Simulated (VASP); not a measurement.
# I (Cmce) in VASP: equation of state

How stiff is I in PBEsol, and what volume does it want? The cell is scaled to several volumes.

Everything below comes from runs of VASP 6.6.1. Logs are shortened: lines on timing, memory, paths and dates and some standing lists are left out, and cuts for length are marked.

### 1 Starting point

It takes space group Cmce (No. 64, orthorhombic). The conventional cell has a = 7.270 Å, b = 4.790 Å, c = 9.793 Å, α = 90.00°, β = 90.00°, γ = 90.00°. I (site symmetry m) is surrounded by 1 I at 2.68 Å.

### 2 Equation of state, PBEsol, 40.07 Å³/atom (volume scaled by 0.94)

File INCAR:

```
SYSTEM = I
  ALGO = Normal
  EDIFF = 1E-7
  ENCUT = 520
  GGA = PS
  ISIF = 2
  ISMEAR = -1
  LASPH = .True.
  LCHARG = .False.
  LREAL = .False.
  LWAVE = .False.
  NBANDS = 22
  NELM = 100
  PREC = Accurate
  SIGMA = 0.05
```

File KPOINTS:

```
k-points
0
Gamma
  7 7 3
  0 0 0
```

File POSCAR:

```
I
1.0
    3.5608297907     -2.3461283221      0.0000000000
    3.5608297907      2.3461283221      0.0000000000
    0.0000000000      0.0000000000      9.5935177805
I
4
Direct
    0.6493000000      0.3507000000      0.3844000000
    0.1493000000      0.8507000000      0.1156000000
    0.3507000000      0.6493000000      0.6156000000
    0.8507000000      0.1493000000      0.8844000000
```

Potentials or basis: VASP PAW PBE potentials, release 64 (I).

Command:

```console
$ cat potpaw_PBE.64/I/POTCAR > POTCAR
$ mpirun -np 1 vasp_std > vasp.out
```

OUTCAR:

```text
SYSTEM = I
   EDIFF = 1E-7
   ENCUT = 520
   GGA = PS
   ISIF = 2
   ISMEAR = -1
   LASPH = .True.
   LREAL = .False.
   NELM = 100
   PREC = Accurate

 Found     32 irreducible k-points:

 Following reciprocal coordinates:
            Coordinates               Weight
  0.000000  0.000000  0.000000      1.000000
  0.142857  0.000000  0.000000      4.000000
  0.285714 -0.000000  0.000000      4.000000
  0.428571 -0.000000  0.000000      4.000000
  0.142857  0.142857  0.000000      2.000000
  0.285714  0.142857  0.000000      4.000000
   k-points           NKPTS =     32   k-points in BZ     NKDIM =     32   number of bands    NBANDS=     22
   number of dos      NEDOS =    301   number of ions     NIONS =      4
   total plane-waves  NPLWV =  73728
   dimension x,y,z NGX =    32 NGY =   32 NGZ =   72
   dimension x,y,z NGXF=    64 NGYF=   64 NGZF=  144
   ions per type =               4
   NGX,Y,Z   is equivalent  to a cutoff of  12.48, 12.48, 12.48 a.u.
   NGXF,Y,Z  is equivalent  to a cutoff of  24.95, 24.95, 24.95 a.u.
 SYSTEM =  I
   PREC   = accura    normal or accurate (medium, high low for compatibility)
   ISTART =      0    job   : 0-new  1-cont  2-samecut
   ICHARG =      2    charge: 1-file 2-atom 10-const
   ISPIN  =      1    spin polarized calculation?
   LNONCOLLINEAR =      F non collinear calculations
   LSORBIT =      F    spin-orbit coupling
   LASPH  =      T    aspherical Exc in radial PAW
   ENCUT  =  520.0 eV  38.22 Ry    6.18 a.u.   7.93  7.93 17.84*2*pi/ulx,y,z
   NELM   =    100;   NELMIN=  2; NELMDL= -5     # of ELM steps
   EDIFF  = 0.1E-06   stopping-criterion for ELM
   LREAL  =      F    real-space projection
   EDIFFG = 0.1E-05   stopping-criterion for IOM
   NSW    =      0    number of steps for IOM
   IBRION =     -1    ionic relax: 0-MD 1-quasi-New 2-CG
   NFREE  =      0    steps in history (QN), initial steepest desc. (CG)
   ISIF   =      2    stress and relaxation
   ISYM   =      2    0-nonsym 1-usesym 2-fastsym
   POTIM  = 0.5000    time-step for ionic-motion
   TEBEG  =    0.0;   TEEND  =   0.0 temperature during run
   PSTRESS=    0.0 pullay stress
   NELECT =      28.0000    total number of electrons
   NUPDOWN=      -1.0000    fix difference up-down
   EMIN   =  10.00;   EMAX   =-10.00  energy-range for DOS
   EFERMI =   0.00;   METHOD = LEGACY
   ISMEAR =    -1;   SIGMA  =   0.05  broadening in eV -4-tet -1-fermi 0-gaus
   EFERMI_NEDOS =   21; number of points for ismear=-14 and -15
   IALGO  =     38    algorithm
   IMIX   =      4    mixing-type and parameters
     AMIX     =   0.40;   BMIX     =  1.00
     AMIX_MAG =   1.60;   BMIX_MAG =  1.00
  volume/ion in A,a.u.               =      40.07       270.43
  Fermi-wavevector in a.u.,A,eV,Ry     =   0.915146  1.729376 11.394782  0.837493
  Thomas-Fermi vector in A             =   2.039854
   LORBIT       =      0    0 simple, 1 ext, 2 COOP (PROOUT), +10 PAW based schemes
   GGA     = PS    functional components
   LHFCALC =     F    Hartree Fock is set to
   AEXX    =    0.0000 exact exchange contribution
   IVDW    =     0    specifies the selected vdW correction
   LEPSILON=     F    determine dielectric tensor
   LRPA    =     F    only Hartree local field effects (RPA)
 non-spin polarized calculation
  energy-cutoff  :      520.00
  volume of cell :      160.29
 maximum number of plane-waves:      4334
   NGX = 15   NGY = 15   NGZ = 35

 number of electron      27.9999998 magnetization

 Free energy of the ion-electron system (eV)
  ---------------------------------------------------
  ext. energy  EPLUGINS =         0.00000000
  ---------------------------------------------------
  free energy    TOTEN  =        -6.76950969 eV

  energy without entropy =       -6.76950947  energy(sigma->0) =       -6.76950958

 E-fermi :   3.7625     XC(G=0):  -8.4738

 val. band max:        3.0507246990   @ k =   0.0000   0.0000   0.0000
 cond. band min:       4.4586565713   @ k =   0.4286   0.4286   0.3333
 fundamental gap:      1.4079318723
 Fermi energy:         3.7624576753

 k-point     1 :       0.0000    0.0000    0.0000
  band No.  band energies     occupation
      1     -10.9227      2.00000
      2     -10.4105      2.00000
      3      -8.6472      2.00000
      4      -7.5095      2.00000
      5      -1.8226      2.00000
      6      -0.2579      2.00000
[... 14 lines left out ...]
     21      10.3321      0.00000
     22      10.3328      0.00000

 k-point     2 :       0.1429    0.0000    0.0000
  band No.  band energies     occupation
      1     -10.8510      2.00000
      2     -10.3790      2.00000
      3      -8.5883      2.00000
      4      -7.5698      2.00000
      5      -1.8109      2.00000
      6      -0.4371      2.00000
[... 14 lines left out ...]
     21       9.8691      0.00000
     22      10.2910      0.00000

 k-point     3 :       0.2857   -0.0000    0.0000
  band No.  band energies     occupation
      1     -10.6648      2.00000
      2     -10.3196      2.00000
      3      -8.4312      2.00000
      4      -7.7402      2.00000
      5      -1.8340      2.00000
      6      -1.0113      2.00000
[... 14 lines left out ...]
     21      10.3314      0.00000
     22      11.1090      0.00000

 k-point     4 :       0.4286   -0.0000    0.0000
  band No.  band energies     occupation
      1     -10.4509      2.00000
      2     -10.3214      2.00000
      3      -8.2173      2.00000
      4      -7.9764      2.00000
      5      -1.8466      2.00000
      6      -1.5914      2.00000
[... 14 lines left out ...]
     21      10.8670      0.00000
     22      11.5172      0.00000

 k-point     5 :       0.1429    0.1429    0.0000
  band No.  band energies     occupation
      1     -10.8576      2.00000
      2     -10.3615      2.00000
      3      -8.5888      2.00000
      4      -7.4993      2.00000
      5      -1.7697      2.00000
      6      -0.3298      2.00000
[... 14 lines left out ...]
     21      10.2457      0.00000
     22      10.4554      0.00000

 k-point     6 :       0.2857    0.1429    0.0000
  band No.  band energies     occupation
      1     -10.7381      2.00000
      2     -10.2993      2.00000
      3      -8.4876      2.00000
      4      -7.5618      2.00000
      5      -1.7363      2.00000
      6      -0.5743      2.00000
[... 14 lines left out ...]
     21      10.2987      0.00000
     22      10.7298      0.00000

 [... further k-points ...]
[... 5 lines left out ...]
  --------------------------------------------------------------------------------------
  -------------------------------------------------------------------------------------
  Total        0.2947302      1.2612629      4.1262348      0.0000000     -0.0000000      0.0000000
  in kB        2.9459431     12.6068138     41.2433246      0.0000000     -0.0000000      0.0000000
  external PRESSURE =      18.9320271 kB  Pullay stress =       0.0000000 kB

 VOLUME and BASIS-vectors are now :
 -----------------------------------------------------------------------------
  energy-cutoff  :      520.00
  volume of cell :      160.29
      direct lattice vectors                 reciprocal lattice vectors
     3.560829791 -2.346128322  0.000000000     0.140416709 -0.213117073  0.000000000
     3.560829791  2.346128322  0.000000000     0.140416709  0.213117073  0.000000000
     0.000000000  0.000000000  9.593517780     0.000000000  0.000000000  0.104237051

 POSITION                                       TOTAL-FORCE (eV/Angst)
 -----------------------------------------------------------------------------------
      3.56083     -0.70055      3.68775         0.000000     -0.699962     -1.176957
      3.56083      1.64557      1.10901         0.000000     -0.699962      1.176957
      3.56083      0.70055      5.90577         0.000000      0.699962      1.176957
      3.56083     -1.64557      8.48451         0.000000      0.699962     -1.176957
 -----------------------------------------------------------------------------------
    total drift:                               -0.000000     -0.000000     -0.000000

  FREE ENERGIE OF THE ION-ELECTRON SYSTEM (eV)
  ---------------------------------------------------
  free  energy   TOTEN  =        -6.7695096857 eV

  energy  without entropy=       -6.7695094700  energy(sigma->0) =       -6.76950958
```

It took 3.3 min on 1 thread of AMD EPYC 7R43 (Zen 3), shared host; peak memory 0.24 GiB.

What came out:

```yaml
Free_energy: -6.7695 eV
Pressure: 1.9 GPa
Largest_force: 1.369 eV/Å
Band_gap_on_the_k_mesh: 1.41 eV, indirect (least direct gap 1.54 eV)
```

Caveat: the PAW data sets were made with another functional, which shifts forces and pressure a little; spin-orbit coupling is left out, which moves the levels of the heavy elements; an odd mesh through Γ misses points on the zone boundary, where band edges often lie.

### 3 Equation of state, PBEsol, 40.93 Å³/atom (volume scaled by 0.96)

INCAR is that of step 2.

KPOINTS is that of step 2.

File POSCAR:

```
I
1.0
    3.5859068830     -2.3626508969      0.0000000000
    3.5859068830      2.3626508969      0.0000000000
    0.0000000000      0.0000000000      9.6610799909
I
4
Direct
    0.6493000000      0.3507000000      0.3844000000
    0.1493000000      0.8507000000      0.1156000000
    0.3507000000      0.6493000000      0.6156000000
    0.8507000000      0.1493000000      0.8844000000
```

Potentials or basis: VASP PAW PBE potentials, release 64 (I).

Command:

```console
$ cat potpaw_PBE.64/I/POTCAR > POTCAR
$ mpirun -np 1 vasp_std > vasp.out
```

Run time: 3.8 min. Hardware: 1 thread of AMD EPYC 7R43 (Zen 3), shared host; peak memory 0.26 GiB.

It converged, with:

| Item | Value |
| --- | --- |
| Free energy | -6.8025 eV |
| Pressure | 1.2 GPa |
| Largest force | 1.152 eV/Å |
| Band gap on the k mesh | 1.37 eV, indirect (least direct gap 1.48 eV) |

Caveat: the PAW data sets were made with another functional, which shifts forces and pressure a little; spin-orbit coupling is left out, which moves the levels of the heavy elements; an odd mesh through Γ misses points on the zone boundary, where band edges often lie.

### 4 Equation of state, PBEsol, 41.78 Å³/atom (volume scaled by 0.98)

INCAR is that of step 3.

KPOINTS is that of step 3.

File POSCAR:

```
I
1.0
    3.6106380569     -2.3789455559      0.0000000000
    3.6106380569      2.3789455559      0.0000000000
    0.0000000000      0.0000000000      9.7277102343
I
4
Direct
    0.6493000000      0.3507000000      0.3844000000
    0.1493000000      0.8507000000      0.1156000000
    0.3507000000      0.6493000000      0.6156000000
    0.8507000000      0.1493000000      0.8844000000
```

Command:

```console
$ cat potpaw_PBE.64/I/POTCAR > POTCAR
$ mpirun -np 1 vasp_std > vasp.out
```

It took 3.2 min on 1 thread of AMD EPYC 7R43 (Zen 3), shared host; peak memory 0.26 GiB.

It converged, with:

- Free energy: -6.8220 eV
- Pressure: 0.6 GPa
- Largest force: 0.950 eV/Å
- Band gap on the k mesh: 1.33 eV, indirect (least direct gap 1.42 eV)

Caveat: the PAW data sets were made with another functional, which shifts forces and pressure a little; spin-orbit coupling is left out, which moves the levels of the heavy elements; an odd mesh through Γ misses points on the zone boundary, where band edges often lie.

### 5 Equation of state, PBEsol, 43.48 Å³/atom (volume scaled by 1.02)

INCAR is that of step 4.

KPOINTS is that of step 4.

File POSCAR:

```
I
1.0
    3.6591087810     -2.4108815219      0.0000000000
    3.6591087810      2.4108815219      0.0000000000
    0.0000000000      0.0000000000      9.8582991087
I
4
Direct
    0.6493000000      0.3507000000      0.3844000000
    0.1493000000      0.8507000000      0.1156000000
    0.3507000000      0.6493000000      0.6156000000
    0.8507000000      0.1493000000      0.8844000000
```

Command:

```console
$ cat potpaw_PBE.64/I/POTCAR > POTCAR
$ mpirun -np 1 vasp_std > vasp.out
```

Run time: 5.3 min. Hardware: 1 thread of AMD EPYC 7R43 (Zen 3), shared host; peak memory 0.29 GiB.

The run converged. Its results:

| Quantity | Value |
| --- | --- |
| Free energy | -6.8262 eV |
| Pressure | -0.4 GPa |
| Largest force | 0.594 eV/Å |
| Band gap on the k mesh | 1.24 eV, indirect (least direct gap 1.31 eV) |

Caveat: the PAW data sets were made with another functional, which shifts forces and pressure a little; spin-orbit coupling is left out, which moves the levels of the heavy elements; an odd mesh through Γ misses points on the zone boundary, where band edges often lie.

### 6 Equation of state, PBEsol, 44.34 Å³/atom (volume scaled by 1.04)

INCAR is that of step 5.

KPOINTS is that of step 5.

File POSCAR:

```
I
1.0
    3.6828698935     -2.4265370353      0.0000000000
    3.6828698935      2.4265370353      0.0000000000
    0.0000000000      0.0000000000      9.9223158317
I
4
Direct
    0.6493000000      0.3507000000      0.3844000000
    0.1493000000      0.8507000000      0.1156000000
    0.3507000000      0.6493000000      0.6156000000
    0.8507000000      0.1493000000      0.8844000000
```

Potentials or basis: VASP PAW PBE potentials, release 64 (I).

Command:

```console
$ cat potpaw_PBE.64/I/POTCAR > POTCAR
$ mpirun -np 1 vasp_std > vasp.out
```

Wall time 6.4 min (1 thread of AMD EPYC 7R43 (Zen 3), shared host); peak memory 0.28 GiB.

The run converged. Its results:

```yaml
Free_energy: -6.8136 eV
Pressure: -0.8 GPa
Largest_force: 0.438 eV/Å
Band_gap_on_the_k_mesh: 1.20 eV, indirect (least direct gap 1.27 eV)
```

Caveat: the PAW data sets were made with another functional, which shifts forces and pressure a little; spin-orbit coupling is left out, which moves the levels of the heavy elements; an odd mesh through Γ misses points on the zone boundary, where band edges often lie.

(Continued in part 2 of 2.)
